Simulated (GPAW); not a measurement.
A run of GPAW 26.7.0 is set up as follows.

File run.py:

```python
import json
import numpy as np
from ase import Atoms
from ase.calculators.mixing import SumCalculator
from ase.constraints import FixSymmetry
from ase.filters import FrechetCellFilter
from ase.io import read, write
from ase.optimize import BFGS
from dftd3.ase import DFTD3
from phonopy import Phonopy
from phonopy.structure.atoms import PhonopyAtoms
from gpaw import GPAW, PW, setup_paths

setup_paths.insert(0, '.')

atoms = read('Cd.xyz')

calc = GPAW(mode=PW(600),
            xc='PBEsol',
            kpts={'size': (10, 10, 10), 'gamma': True},
            occupations={'name': 'fermi-dirac', 'width': 0.05},
            nbands=13,
            convergence={'density': 1e-06, 'eigenstates': 1e-09},
            maxiter=150,
            txt='gpaw.txt')
atoms.calc = SumCalculator([calc, DFTD3(method='pbesol', damping='d3bj')])
atoms.set_constraint(FixSymmetry(atoms))
BFGS(FrechetCellFilter(atoms), trajectory='relax.traj', logfile='-').run(fmax=0.005, steps=40)
atoms.set_constraint()
energy = atoms.get_potential_energy()
forces = atoms.get_forces()
stress = atoms.get_stress()
calc.write('gs.gpw')
write('result.traj', atoms)
print('Cell:', atoms.cell.cellpar().round(4))
print(atoms.get_scaled_positions().round(5))

def force_constants(scale):
    unit = PhonopyAtoms(symbols=atoms.get_chemical_symbols(), cell=atoms.cell[:] * scale**(1 / 3),
                        scaled_positions=atoms.get_scaled_positions())
    ph = Phonopy(unit, supercell_matrix=np.diag([2, 2, 2]), primitive_matrix=np.eye(3), symprec=1e-4)
    ph.generate_displacements(distance=0.03)
    forces = []
    for i, sc in enumerate(ph.supercells_with_displacements):
        a = Atoms(sc.symbols, cell=sc.cell, scaled_positions=sc.scaled_positions, pbc=True)
        c = GPAW(mode=PW(510),
                 xc='PBEsol',
                 kpts={'size': (5, 5, 5), 'gamma': True},
                 occupations={'name': 'fermi-dirac', 'width': 0.05},
                 nbands=67,
                 convergence={'density': 1e-06, 'eigenstates': 1e-09},
                 maxiter=150,
                 txt=f'disp-{scale:.3f}-{i:02d}.txt')
        a.calc = SumCalculator([c, DFTD3(method='pbesol', damping='d3bj')])
        f = a.get_forces()
        forces.append(f - f.mean(axis=0))
        print(f'displacement {i}: drift', f.mean(axis=0).round(5), flush=True)
    ph.forces = forces
    ph.produce_force_constants()
    ph.symmetrize_force_constants()
    return ph

qpoints = [[0.0, 0.0, 0.0], [0.0, 0.0, 0.5], [0.0, 0.5, 0.0], [0.0, 0.5, 0.5], [0.5, 0.0, 0.0], [0.5, 0.0, 0.5], [0.5, 0.5, 0.0], [0.5, 0.5, 0.5]]
results = {}
for scale in [1.0]:
    ph = force_constants(scale)
    ph.run_qpoints(qpoints)
    nu = ph.qpoints.frequencies * 33.35641  # THz to cm^-1
    results[f'{scale:.3f}'] = nu.tolist()
    for qp, f in zip(qpoints, nu):
        print(scale, np.round(qp, 4), f.round(2))

path = atoms.cell.bandpath('GXWKGLUWLK,UX', npoints=60, eps=1e-4)
ph.run_qpoints(path.kpts)
results['path'] = (ph.qpoints.frequencies * 33.35641).tolist()
results['path_q'] = path.kpts.tolist()
x, ticks, names = path.get_linear_kpoint_axis()
results['axis'] = [x.tolist(), list(ticks), names]
ph.run_mesh([15, 15, 15], is_gamma_center=True)
ph.run_thermal_properties(temperatures=[0, 100, 200, 300, 500, 800], cutoff_frequency=0.05)
tp = ph.thermal_properties
results['thermal'] = [list(v) for v in (tp.temperatures, tp.free_energy, tp.entropy, tp.heat_capacity)]
for t, fv, s, cv in zip(*results['thermal']):
    print(f'{t:6.0f} K  F {fv:9.4f} kJ/mol  S {s:9.4f} J/K/mol  Cv {cv:9.4f} J/K/mol')
json.dump(results, open('phonons.json', 'w'))
```

Contents of Cd.xyz:

```xyz
1
Lattice="0.0000000000 2.2181497500 2.2181497500 2.2181497500 0.0000000000 2.2181497500 2.2181497500 2.2181497500 0.0000000000" Properties=species:S:1:pos:R:3 pbc="T T T"
Cd     0.0000000000      0.0000000000      0.0000000000
```

Potentials or basis: PAW data sets generated in the run's folder for this functional, pw.

Command:

```sh
$ gpaw-setup -f PBEsol Cd
$ OMP_NUM_THREADS=1 python run.py
```

Problem. Predict the highest phonon frequency.

Solution. 151 cm⁻¹.

Problem. Estimate the dispersion energy per atom.

Solution. -0.458 eV.

Problem. Predict the band gap on the k mesh.

Solution. None (metal or under the smearing width).

Phonon frequencies in cm⁻¹ (negative: imaginary):
| q point | frequencies |
| --- | --- |
| (0.000, 0.000, 0.000) | 0 0 0 |
| (0.000, 0.000, 0.500) | 59 59 151 |
| (0.000, 0.500, 0.000) | 59 59 151 |
| (0.000, 0.500, 0.500) | 83 83 142 |
| (0.500, 0.000, 0.000) | 59 59 151 |
| (0.500, 0.000, 0.500) | 83 83 142 |
| (0.500, 0.500, 0.000) | 83 83 142 |
| (0.500, 0.500, 0.500) | 59 59 151 |

Caveat: phonon bands are interpolated from a small supercell.
